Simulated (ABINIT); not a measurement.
Crystal: WC (Qusongite).

```xyz
2
Lattice="2.9065 0.0000 0.0000 -1.4532 2.5171 0.0000 0.0000 0.0000 2.8366" Properties=species:S:1:pos:R:3 pbc="T T T"
W     0.0000    0.0000    0.0000
C     1.4533    0.8390    1.4183
```

```yaml
Program: ABINIT 10.8.3 (patched build)
Task: relaxation of cell and atoms
Functional: revPBE
Potentials_or_basis: JTH PAW PBE v2.0
Cutoff: 544 eV
k_mesh: 10 × 10 × 9
Occupations: fermi-dirac, width 0.05 eV
Spin: no spin polarisation
```

At the start: pressure 9.8 GPa; volume 10.38 Å³/atom.

Problem. Where does the relaxation end?

Solution. Over 5 steps the energy falls by 7.8 meV/atom and the volume is 10.64 Å³/atom (+2.5 %); space group P-6m2 (No. 187, to 0.05 Å).

Step by step:
| step | energy change (eV) | largest force (eV/Å) | pressure (GPa) | volume (Å³) |
| --- | --- | --- | --- | --- |
| 1 | 0.0000 | 0.0000 | 9.76 | 20.75 |
| 2 | -0.0148 | 0.0000 | -1.99 | 21.38 |
| 3 | -0.0156 | 0.0000 | -0.07 | 21.27 |
| 4 | -0.0156 | 0.0000 | 0.02 | 21.27 |
| 5 | -0.0156 | 0.0000 | 0.00 | 21.27 |

Final structure:
```
W C
1.0
     2.93272    0.00000    0.00000
    -1.46636    2.53981    0.00000
     0.00000    0.00000    2.85561
W C
1 1
Direct
  0.00000 0.00000 0.00000
  0.66667 0.33333 0.50000
```

Caveat: the PAW data sets were made with another functional, which shifts forces and pressure a little.
